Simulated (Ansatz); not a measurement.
The system is Rh.

```
Rh
1.0
     0.00000    1.89785    1.89785
     1.89785    0.00000    1.89785
     1.89785    1.89785    0.00000
Rh
1
Direct
  0.00000 0.00000 0.00000
```

| Quantity | Value |
| --- | --- |
| Program | Ansatz 0.2.0 |
| Task | relaxation of cell and atoms |
| Functional | RPBE |
| Dispersion | D3(BJ) |
| Potentials or basis | Ansatz PAW |
| Cutoff | 420 eV (not typed: the program's choice for these potentials) |
| k mesh | 12 × 12 × 12 |
| Occupations | fermi-dirac, width 0.05 eV |
| Spin | no spin polarisation |

At the start: volume 13.67 Å³/atom.

**Question.** How do energy, volume and symmetry change on relaxing?

**Answer.** It ends after 8 steps and the volume is 12.40 Å³/atom (-9.3 %); space group Fm-3m (No. 225, to 0.05 Å).

The path:
```tsv
step	energy change (eV)	largest force (eV/Å)	volume (Å³)
1	0.0000	0.0000	13.67
2	-0.0912	0.0000	11.77
3	-0.1321	0.0000	12.52
4	-0.1337	0.0000	12.41
5	-0.1337	0.0000	12.40
6	-0.1323	0.0000	12.40
7	-0.1323	0.0000	12.40
8	-0.1323	0.0000	12.40
```

Final structure:
```
Rh
1.0
     0.00000    1.83707    1.83707
     1.83707    0.00000    1.83707
     1.83707    1.83707    0.00000
Rh
1
Cartesian
  0.0000 0.0000 0.0000
```

Caveat: the plane-wave basis is chosen anew once the cell has moved, so the energies of steps on either side of that aren't comparable; the PAW data sets come from PBE, with cores solved anew for the run's functional, which leaves a small shift of forces and pressure.
